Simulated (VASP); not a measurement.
# Ag (Im-3m) in VASP: notebook

Runs on Ag. Level: revPBE. Tasks: single point.

All numbers are computed with VASP 6.6.1; they aren't measurements. Logs are shortened: lines on timing, memory, paths and dates and some standing lists are left out, and cuts for length are marked.

### 1 The structure

Symmetry: Im-3m, No. 229, cubic system. The conventional cell has a = 3.341 Å, b = 3.341 Å, c = 3.341 Å, α = 90.00°, β = 90.00°, γ = 90.00°. Ag (site symmetry m-3m) is surrounded by 8 Ag at 2.89 Å.

This isn't the form of Ag at room conditions, which is fcc.

### 2 Single point, revPBE

Contents of INCAR:

```
PREC     = Accurate       # precision mode
ENCUT    = 520            # plane-wave cutoff, eV
EDIFF    = 1E-7           # SCF threshold, eV
ISMEAR   = -1             # smearing method
SIGMA    = 0.1            # smearing width, eV
LREAL    = False          # projectors in reciprocal space
LASPH    = True           # aspherical terms in the spheres
NELM     = 80             # most SCF steps
ALGO     = Fast           # electronic algorithm
ISIF     = 2              # what is computed and relaxed
LWAVE    = False          # write WAVECAR
LCHARG   = False          # write CHGCAR
GGA      = RE             # functional
NBANDS   = 12             # bands
```

Contents of KPOINTS:

```
regular mesh
0
Gamma
  22 22 22
```

Contents of POSCAR:

```
Ag
1.0
   -1.6702793922      1.6702793922      1.6702793922
    1.6702793922     -1.6702793922      1.6702793922
    1.6702793922      1.6702793922     -1.6702793922
Ag
1
Direct
    0.0000000000      0.0000000000      0.0000000000
```

Potentials or basis: VASP PAW PBE potentials, release 64 (Ag).

Started as:

```
cat potpaw_PBE.64/Ag/POTCAR > POTCAR
mpirun -np 1 vasp_std > vasp.out
```

OUTCAR:

```text
PREC = Accurate
   ENCUT = 520
   EDIFF = 1E-7
   ISMEAR = -1
   LREAL = False
   LASPH = True
   NELM = 80
   ISIF = 2
   GGA = RE

 ion  position               nearest neighbor table
   1  0.000  0.000  0.000-

  LATTYP: Found a body centered cubic cell.
 ALAT       =     3.3405587844

  Lattice vectors:

 A1 = (  -1.6702793922,   1.6702793922,   1.6702793922)
 A2 = (   1.6702793922,  -1.6702793922,   1.6702793922)
 A3 = (   1.6702793922,   1.6702793922,  -1.6702793922)

Analysis of symmetry for initial positions (statically):
=====================================================================
 Subroutine PRICEL returns:
 Original cell was already a primitive cell.

 Routine SETGRP: Setting up the symmetry group for a
 body centered cubic supercell.

 Subroutine GETGRP returns: Found 48 space group operations
 (whereof 48 operations were pure point group operations)
 out of a pool of 48 trial point group operations.

The static configuration has the point symmetry O_h .

Analysis of symmetry for dynamics (positions and initial velocities):
=====================================================================
 Subroutine PRICEL returns:
 Original cell was already a primitive cell.

 Routine SETGRP: Setting up the symmetry group for a
 body centered cubic supercell.

 Subroutine GETGRP returns: Found 48 space group operations
 (whereof 48 operations were pure point group operations)
 out of a pool of 48 trial point group operations.

The dynamic configuration has the point symmetry O_h .

 Subroutine INISYM returns: Found 48 space group operations
 (whereof 48 operations are pure point group operations),
 and found     1 'primitive' translations

----------------------------------------------------------------------------------------

                                     Primitive cell

  volume of cell :      18.6392

  direct lattice vectors                    reciprocal lattice vectors
    -1.670279392  1.670279392  1.670279392     0.000000000  0.299351116  0.299351116
     1.670279392 -1.670279392  1.670279392     0.299351116  0.000000000  0.299351116
     1.670279392  1.670279392 -1.670279392     0.299351116  0.299351116  0.000000000

  length of vectors
     2.893008770  2.893008770  2.893008770     0.423346408  0.423346408  0.423346408

  position of ions in fractional coordinates (direct lattice)
[... 83 lines left out ...]
   ISIF   =      2    stress and relaxation
   ISYM   =      2    0-nonsym 1-usesym 2-fastsym
   POTIM  = 0.5000    time-step for ionic-motion
   TEBEG  =    0.0;   TEEND  =   0.0 temperature during run
   PSTRESS=    0.0 pullay stress
   NELECT =      11.0000    total number of electrons
   NUPDOWN=      -1.0000    fix difference up-down
   EMIN   =  10.00;   EMAX   =-10.00  energy-range for DOS
   EFERMI =   0.00;   METHOD = LEGACY
   ISMEAR =    -1;   SIGMA  =   0.10  broadening in eV -4-tet -1-fermi 0-gaus
   EFERMI_NEDOS =   21; number of points for ismear=-14 and -15
   IALGO  =     68    algorithm
   IMIX   =      4    mixing-type and parameters
     AMIX     =   0.40;   BMIX     =  1.00
     AMIX_MAG =   1.60;   BMIX_MAG =  1.00
  volume/ion in A,a.u.               =      18.64       125.78
  Fermi-wavevector in a.u.,A,eV,Ry     =   1.373188  2.594949 25.655755  1.885645
  Thomas-Fermi vector in A             =   2.498727
   LORBIT       =      0    0 simple, 1 ext, 2 COOP (PROOUT), +10 PAW based schemes
   GGA     = RE    functional components
   LHFCALC =     F    Hartree Fock is set to
   AEXX    =    0.0000 exact exchange contribution
   IVDW    =     0    specifies the selected vdW correction
   LEPSILON=     F    determine dielectric tensor
   LRPA    =     F    only Hartree local field effects (RPA)
 non-spin polarized calculation
 RMM-DIIS sequential band-by-band and
  energy-cutoff  :      520.00
  volume of cell :       18.64
 maximum number of plane-waves:       531
 NGX is ok and might be reduce to    24
   NGX = 11   NGY = 11   NGZ = 11

 number of electron      10.9999997 magnetization

 Free energy of the ion-electron system (eV)
  ---------------------------------------------------
  ext. energy  EPLUGINS =         0.00000000
  ---------------------------------------------------
  free energy    TOTEN  =        -2.27170830 eV

  energy without entropy =       -2.26105182  energy(sigma->0) =       -2.26638006

 E-fermi :   7.4047     XC(G=0): -11.5828

 val. band max:        7.3706729394   @ k =   0.3636   0.0909   0.0455
 cond. band min:       7.4232959119   @ k =   0.4091   0.0455   0.0455
 fundamental gap:      0.0526229725
 Fermi energy:         7.4047435292

 k-point     1 :       0.0000    0.0000    0.0000
  band No.  band energies     occupation
      1       0.2547      2.00000
      2       2.7395      2.00000
      3       2.7395      2.00000
      4       2.7395      2.00000
      5       3.8841      2.00000
      6       3.8841      2.00000
      7      25.0000      0.00000
      8      25.0000      0.00000
      9      25.0000      0.00000
     10      30.0481      0.00000
     11      30.0481      0.00000
     12      30.0483      0.00000
[... 331 lines left out ...]
 k-point    24 :       0.1364    0.0909    0.0000
  band No.  band energies     occupation
      1       1.3204      2.00000
      2       2.5659      2.00000
      3       2.6923      2.00000
      4       3.4384      2.00000
      5       3.6864      2.00000
      6       3.9406      2.00000
      7      21.4788      0.00000
      8      22.4608      0.00000
      9      24.8234      0.00000
     10      25.6881      0.00000
     11      28.0741      0.00000
     12      28.9798      0.00000

 [... further k-points ...]

------------------------ aborting loop because EDIFF is reached ----------------------------------------

  FORCE on cell =-STRESS in cart. coord.  units (eV):
  Direction    XX          YY          ZZ          XY          YZ          ZX
  --------------------------------------------------------------------------------------
  -------------------------------------------------------------------------------------
  Total       -0.0249656     -0.0249656     -0.0249656      0.0000000      0.0000000      0.0000000
  in kB       -2.1459778     -2.1459778     -2.1459778      0.0000000      0.0000000      0.0000000
  external PRESSURE =      -2.1459778 kB  Pullay stress =       0.0000000 kB

 VOLUME and BASIS-vectors are now :
 -----------------------------------------------------------------------------
  energy-cutoff  :      520.00
  volume of cell :       18.64
      direct lattice vectors                 reciprocal lattice vectors
    -1.670279392  1.670279392  1.670279392     0.000000000  0.299351116  0.299351116
     1.670279392 -1.670279392  1.670279392     0.299351116  0.000000000  0.299351116
     1.670279392  1.670279392 -1.670279392     0.299351116  0.299351116  0.000000000

 POSITION                                       TOTAL-FORCE (eV/Angst)
 -----------------------------------------------------------------------------------
      0.00000      0.00000      0.00000        -0.000000      0.000000      0.000000
 -----------------------------------------------------------------------------------
    total drift:                                0.000000      0.000000     -0.000000

  FREE ENERGIE OF THE ION-ELECTRON SYSTEM (eV)
  ---------------------------------------------------
  free  energy   TOTEN  =        -2.2717082968 eV

  energy  without entropy=       -2.2610518174  energy(sigma->0) =       -2.26638006
```

OSZICAR:

```text
N       E                     dE             d eps       ncg     rms          rms(c)
DAV:   1     0.520352828272E+02    0.52035E+02   -0.53818E+03  7936   0.815E+02
DAV:   2    -0.163621744342E+01   -0.53672E+02   -0.50769E+02  9156   0.191E+02
DAV:   3    -0.245406924795E+01   -0.81785E+00   -0.81731E+00  9168   0.250E+01
DAV:   4    -0.245668135147E+01   -0.26121E-02   -0.26120E-02  8928   0.148E+00
DAV:   5    -0.245670380000E+01   -0.22449E-04   -0.22450E-04  9012   0.124E-01    0.403E+00
RMM:   6    -0.227690458143E+01    0.17980E+00   -0.30007E-01  7922   0.494E+00    0.280E+00
RMM:   7    -0.227308912603E+01    0.38155E-02   -0.70076E-03  8853   0.935E-01    0.167E+00
RMM:   8    -0.227171846345E+01    0.13707E-02   -0.73809E-04  8430   0.253E-01    0.161E-01
RMM:   9    -0.227169987260E+01    0.18591E-04   -0.67877E-05  9350   0.729E-02    0.698E-02
RMM:  10    -0.227170742184E+01   -0.75492E-05   -0.14356E-05  8934   0.330E-02    0.114E-02
RMM:  11    -0.227170833587E+01   -0.91403E-06   -0.25276E-06  8999   0.127E-02    0.322E-03
RMM:  12    -0.227170829681E+01    0.39060E-07   -0.23365E-07  7678   0.344E-03
   1 F= -.22717083E+01 E0= -.22663801E+01  d E =-.106565E-01
```

stdout:

```text
POSCAR found type information on POSCAR Ag
 POSCAR found :  1 types and       1 ions
 scaLAPACK will be used
 -----------------------------------------------------------------------------
|                                                                             |
|                                                                             |
|     You enforced a specific xc type in the INCAR file but a different       |
|     I HOPE YOU KNOW WHAT YOU ARE DOING!                                     |
|                                                                             |
 -----------------------------------------------------------------------------

 LDA part: xc-table for (Slater+PW92), standard interpolation
 POSCAR, INCAR and KPOINTS ok, starting setup
 FFT: planning ... GRIDC
 FFT: planning ... GRID_SOFT
 FFT: planning ... GRID
 WAVECAR not read
 entering main loop
```

It took 29 s on 1 thread of Intel Xeon Platinum 8488C (Sapphire Rapids), shared host; peak memory 0.19 GiB.

What came out:

```yaml
Free_energy: -2.2717 eV
Pressure: -0.2 GPa
Band_gap_on_the_k_mesh: none (metal or under the smearing width)
```

Levels at points of the mesh, in eV from the Fermi level:
```csv
k point,band 2,band 3,band 4,band 5,band 6,band 7,band 8,band 9
"(0.00, 0.00, 0.00)",-4.67,-4.67,-4.67,-3.52,-3.52,17.60,17.60,17.60
"(0.50, 0.00, 0.00)",-5.33,-3.57,-3.42,-2.66,0.12,3.64,12.98,13.72
"(0.50, 0.50, 0.50)",-5.88,-2.87,-2.87,-2.87,6.65,6.65,6.65,11.63
```

Caveat: the PAW data sets were made with another functional, which shifts forces and pressure a little.

### 3 Single point, revPBE

This run uses another cell than the first one, of 20.13 Å³/atom, 1.080 times its volume.

Contents of INCAR:

```
SYSTEM = Ag
ALGO = Fast
EDIFF = 1E-6
ENCUT = 520
GGA = RE
ISIF = 2
ISMEAR = -1
LASPH = .TRUE.
LCHARG = .TRUE.
LELF = .TRUE.
LREAL = .FALSE.
LVHAR = .TRUE.
LWAVE = .FALSE.
NBANDS = 12
NELM = 100
PREC = Accurate
SIGMA = 0.1
```

Contents of KPOINTS:

```
k-points
0
G
  15 15 15
  0 0 0
```

Contents of POSCAR:

```
Ag
1.0
   -1.7136825509      1.7136825509      1.7136825509
    1.7136825509     -1.7136825509      1.7136825509
    1.7136825509      1.7136825509     -1.7136825509
Ag
1
Direct
    0.0000000000      0.0000000000      0.0000000000
```

Potentials or basis: VASP PAW PBE potentials, release 64 (Ag).

Started as:

```
cat potpaw_PBE.64/Ag/POTCAR > POTCAR
mpirun -np 1 vasp_std > vasp.out
```

OUTCAR:

```text
SYSTEM = Ag
   EDIFF = 1E-6
   ENCUT = 520
   GGA = RE
   ISIF = 2
   ISMEAR = -1
   LASPH = .TRUE.
   LREAL = .FALSE.
   NELM = 100
   PREC = Accurate

 ion  position               nearest neighbor table
   1  0.000  0.000  0.000-

  LATTYP: Found a body centered cubic cell.
 ALAT       =     3.4273651018

  Lattice vectors:

 A1 = (  -1.7136825509,   1.7136825509,   1.7136825509)
 A2 = (   1.7136825509,  -1.7136825509,   1.7136825509)
 A3 = (   1.7136825509,   1.7136825509,  -1.7136825509)

Analysis of symmetry for initial positions (statically):
=====================================================================
 Subroutine PRICEL returns:
 Original cell was already a primitive cell.

 Routine SETGRP: Setting up the symmetry group for a
 body centered cubic supercell.

 Subroutine GETGRP returns: Found 48 space group operations
 (whereof 48 operations were pure point group operations)
 out of a pool of 48 trial point group operations.

The static configuration has the point symmetry O_h .

Analysis of symmetry for dynamics (positions and initial velocities):
[... 167 lines left out ...]
  band No.  band energies     occupation
      1      -0.1591      2.00000
      2       2.0519      2.00000
      3       2.0519      2.00000
      4       2.0519      2.00000
      5       3.0566      2.00000
      6       3.0566      2.00000
      7      23.7538      0.00000
      8      23.7538      0.00000
      9      23.7538      0.00000
     10      27.7485      0.00000
     11      27.7485      0.00000
     12      27.7485      0.00000
[... 331 lines left out ...]
 k-point    24 :       0.4000    0.2000    0.0000
  band No.  band energies     occupation
      1       1.3066      2.00000
      2       1.6709      2.00000
      3       2.6329      2.00000
      4       3.0095      2.00000
      5       3.3573      2.00000
      6       8.5456      0.00000
      7      10.0348      0.00000
      8      14.6898      0.00000
      9      19.4150      0.00000
     10      25.3623      0.00000
     11      27.9768      0.00000
     12      30.3135      0.00000

 [... further k-points ...]

------------------------ aborting loop because EDIFF is reached ----------------------------------------

  FORCE on cell =-STRESS in cart. coord.  units (eV):
  Direction    XX          YY          ZZ          XY          YZ          ZX
  --------------------------------------------------------------------------------------
  -------------------------------------------------------------------------------------
  Total       -0.6161860     -0.6161860     -0.6161860     -0.0000000     -0.0000000     -0.0000000
  in kB      -49.0423521    -49.0423521    -49.0423521     -0.0000000     -0.0000000     -0.0000000
  external PRESSURE =     -49.0423521 kB  Pullay stress =       0.0000000 kB

 VOLUME and BASIS-vectors are now :
 -----------------------------------------------------------------------------
  energy-cutoff  :      520.00
  volume of cell :       20.13
      direct lattice vectors                 reciprocal lattice vectors
    -1.713682551  1.713682551  1.713682551     0.000000000  0.291769324  0.291769324
     1.713682551 -1.713682551  1.713682551     0.291769324  0.000000000  0.291769324
     1.713682551  1.713682551 -1.713682551     0.291769324  0.291769324  0.000000000

 POSITION                                       TOTAL-FORCE (eV/Angst)
 -----------------------------------------------------------------------------------
      0.00000      0.00000      0.00000         0.000000      0.000000     -0.000000
 -----------------------------------------------------------------------------------
    total drift:                                0.000000      0.000000     -0.000000

  FREE ENERGIE OF THE ION-ELECTRON SYSTEM (eV)
  ---------------------------------------------------
  free  energy   TOTEN  =        -2.2496942015 eV

  energy  without entropy=       -2.2407275292  energy(sigma->0) =       -2.24521087
```

stdout:

```text
POSCAR found type information on POSCAR Ag
 POSCAR found :  1 types and       1 ions
 scaLAPACK will be used
 -----------------------------------------------------------------------------
|                                                                             |
|                                                                             |
|     You enforced a specific xc type in the INCAR file but a different       |
|     I HOPE YOU KNOW WHAT YOU ARE DOING!                                     |
|                                                                             |
 -----------------------------------------------------------------------------

 LDA part: xc-table for (Slater+PW92), standard interpolation
 POSCAR, INCAR and KPOINTS ok, starting setup
 FFT: planning ... GRIDC
 FFT: planning ... GRID_SOFT
 FFT: planning ... GRID
 WAVECAR not read
 entering main loop
```

Wall time 12 s (1 thread of Intel Xeon Platinum 8488C (Sapphire Rapids), shared host); peak memory 0.15 GiB.

Results:

- Free energy: -2.2497 eV
- Pressure: -4.9 GPa
- Band gap on the k mesh: none (metal or under the smearing width)

Caveat: the PAW data sets were made with another functional, which shifts forces and pressure a little.

### 4 Single point, revPBE

This run uses another cell than the first one, of 20.88 Å³/atom, 1.120 times its volume.

Contents of INCAR:

```
ALGO = Normal
EDIFF = 1E-7
ENCUT = 520
GGA = RE
ISIF = 2
ISMEAR = -1
LASPH = True
LCHARG = False
LREAL = False
LWAVE = False
NBANDS = 12
NELM = 100
PREC = Accurate
SIGMA = 0.1
```

Contents of KPOINTS:

```
k-points
0
Gamma
  15 15 15
```

Contents of POSCAR:

```
Ag
1.0
   -1.7345831785      1.7345831785      1.7345831785
    1.7345831785     -1.7345831785      1.7345831785
    1.7345831785      1.7345831785     -1.7345831785
Ag
1
Direct
    0.0000000000      0.0000000000      0.0000000000
```

Started as:

```
cat potpaw_PBE.64/Ag/POTCAR > POTCAR
mpirun -np 1 vasp_std > vasp.out
```

Wall time 12 s (1 thread of Intel Xeon Platinum 8488C (Sapphire Rapids), shared host); peak memory 0.15 GiB.

It converged, with:

```
Free energy            : -2.2235 eV
Pressure               : -6.4 GPa
Band gap on the k mesh : none (metal or under the smearing width)
```

Levels at points of the mesh, in eV from the Fermi level:
```csv
k point,band 2,band 3,band 4,band 5,band 6,band 7,band 8,band 9
"(0.00, 0.00, 0.00)",-4.36,-4.36,-4.36,-3.41,-3.41,17.08,17.08,17.08
```

Caveat: the PAW data sets were made with another functional, which shifts forces and pressure a little.

### 5 Overview

```tsv
cell	k mesh	gap on the mesh (eV)	pressure (GPa)
Im-3m, 18.64 Å³/atom	22 × 22 × 22	none	-0.2
Im-3m, 20.13 Å³/atom	15 × 15 × 15	none	-4.9
Im-3m, 20.88 Å³/atom	15 × 15 × 15	none	-6.4
```

Alike in all rows: task single point; level revPBE; potentials or basis VASP PAW PBE potentials, release 64 (Ag); no spin polarisation; cutoff (eV) 520; smearing fermi-dirac 0.1 eV.

Every run on the cell as given and a fine mesh finds a metal.

Caveats: the PAW data sets were made with another functional, which shifts forces and pressure a little.

Total energies depend on the potentials used, so only differences within one code and one set of settings carry meaning.
